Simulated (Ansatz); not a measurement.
# ZnO: the cost of one run

Program: Ansatz 0.2.0. Level of theory: DFT PBE, scalar-relativistic, plane waves, PAW. These are calculated values, not measurements.

2 further runs of the same task are left out: 2 set aside as unsound or not needed.

### 1 Starting point

Symmetry: P6_3mc, No. 186, hexagonal system. The conventional cell has a = 3.279 Å, b = 3.279 Å, c = 5.293 Å, α = 90.00°, β = 90.00°, γ = 120.00°. Zn (site symmetry 3m) is surrounded by 4 O at 2.00 to 2.01 Å. O (site symmetry 3m) is surrounded by 4 Zn at 2.00 to 2.01 Å.

As a file:

```
CELL_PARAMETERS angstrom
3.27939 0.00000 0.00000
-1.63970 2.84004 0.00000
0.00000 0.00000 5.29323
ATOMIC_POSITIONS crystal
Zn 0.66667 0.33333 0.50060
Zn 0.33333 0.66667 0.00060
O 0.66667 0.33333 0.87971
O 0.33333 0.66667 0.37971
```

It goes back to an entry of the Materials Project.

This cell was relaxed beforehand with the same method: volume 12.32 Å³/atom, gap on the mesh 0.74 eV.

The host's static dielectric tensor, from an earlier linear-response run, has a mean of 10.90.

### 2 Host supercell without the defect

File input.yaml:

```yaml
crystal:
  lattice:
    - [-3.2793907958, 5.6800714764, 5.2932332175]
    - [-3.2793907959, -5.6800714763, 5.2932332175]
    - [6.5587815918, -1.0e-10, 5.2932332175]
  atoms:
    - { symbol: Zn, position: [0.3335348034, 0.6668681368, 0.5002014701] }
    - { symbol: Zn, position: [0.6668681368, 0.5002014701, 0.3335348034] }
    - { symbol: Zn, position: [0.0002014701, 0.8335348034, 0.6668681368] }
    - { symbol: Zn, position: [0.1668681368, 0.5002014701, 0.8335348034] }
    - { symbol: Zn, position: [0.5002014701, 0.8335348034, 0.1668681368] }
    - { symbol: Zn, position: [0.1668681368, 0.0002014701, 0.3335348034] }
    - { symbol: Zn, position: [0.5002014701, 0.3335348034, 0.6668681368] }
    - { symbol: Zn, position: [0.8335348034, 0.6668681368, 0.0002014701] }
    - { symbol: Zn, position: [0.8335348034, 0.1668681368, 0.5002014701] }
    - { symbol: Zn, position: [0.3335348034, 0.1668681368, 0.0002014701] }
    - { symbol: Zn, position: [0.6668681368, 0.0002014701, 0.8335348034] }
    - { symbol: Zn, position: [0.0002014701, 0.3335348034, 0.1668681368] }
    - { symbol: Zn, position: [0.3335348034, 0.5002014701, 0.1668681368] }
    - { symbol: Zn, position: [0.6668681368, 0.3335348034, 0.0002014701] }
    - { symbol: Zn, position: [0.0002014701, 0.6668681368, 0.3335348034] }
    - { symbol: Zn, position: [0.1668681368, 0.3335348034, 0.5002014701] }
    - { symbol: Zn, position: [0.5002014701, 0.6668681368, 0.8335348034] }
    - { symbol: Zn, position: [0.1668681368, 0.8335348034, 0.0002014701] }
    - { symbol: Zn, position: [0.5002014701, 0.1668681368, 0.3335348034] }
    - { symbol: Zn, position: [0.8335348034, 0.5002014701, 0.6668681368] }
    - { symbol: Zn, position: [0.8335348034, 0.0002014701, 0.1668681368] }
    - { symbol: Zn, position: [0.3335348034, 0.0002014701, 0.6668681368] }
    - { symbol: Zn, position: [0.6668681368, 0.8335348034, 0.5002014701] }
    - { symbol: Zn, position: [0.0002014701, 0.1668681368, 0.8335348034] }
    - { symbol: O, position: [0.4599018632, 0.7932351966, 0.6265685299] }
    - { symbol: O, position: [0.7932351966, 0.6265685299, 0.4599018632] }
    - { symbol: O, position: [0.1265685299, 0.9599018632, 0.7932351966] }
    - { symbol: O, position: [0.2932351966, 0.6265685299, 0.9599018632] }
    - { symbol: O, position: [0.6265685299, 0.9599018632, 0.2932351966] }
    - { symbol: O, position: [0.2932351966, 0.1265685299, 0.4599018632] }
    - { symbol: O, position: [0.6265685299, 0.4599018632, 0.7932351966] }
    - { symbol: O, position: [0.9599018632, 0.7932351966, 0.1265685299] }
    - { symbol: O, position: [0.9599018632, 0.2932351966, 0.6265685299] }
    - { symbol: O, position: [0.4599018632, 0.2932351966, 0.1265685299] }
    - { symbol: O, position: [0.7932351966, 0.1265685299, 0.9599018632] }
    - { symbol: O, position: [0.1265685299, 0.4599018632, 0.2932351966] }
    - { symbol: O, position: [0.4599018632, 0.6265685299, 0.2932351966] }
    - { symbol: O, position: [0.7932351966, 0.4599018632, 0.1265685299] }
    - { symbol: O, position: [0.1265685299, 0.7932351966, 0.4599018632] }
    - { symbol: O, position: [0.2932351966, 0.4599018632, 0.6265685299] }
    - { symbol: O, position: [0.6265685299, 0.7932351966, 0.9599018632] }
    - { symbol: O, position: [0.2932351966, 0.9599018632, 0.1265685299] }
    - { symbol: O, position: [0.6265685299, 0.2932351966, 0.4599018632] }
    - { symbol: O, position: [0.9599018632, 0.6265685299, 0.7932351966] }
    - { symbol: O, position: [0.9599018632, 0.1265685299, 0.2932351966] }
    - { symbol: O, position: [0.4599018632, 0.1265685299, 0.7932351966] }
    - { symbol: O, position: [0.7932351966, 0.9599018632, 0.6265685299] }
    - { symbol: O, position: [0.1265685299, 0.2932351966, 0.9599018632] }
basis:
  ecutwfc: 420
  xc_grid: 2
kpoints:
  mp_grid: { grid: [1, 1, 1], shift: [0.0, 0.0, 0.0] }
hamiltonian:
  xc: pbe
scf:
  occupations: { method: gaussian, width: 0.01 }
output:
  forces: true
  stress: true
  eigenvalues: true
```

Run with:

```
> ansatz run input.yaml --threads 4 --pin off --max-ram 8192MiB --backend cpu --events-out ev --progress --plain --runs-dir out
```

What time and memory should one allow on 4 threads of Arm Neoverse V1, shared host?

About 4.9 s, with a peak of 0.77 GiB.
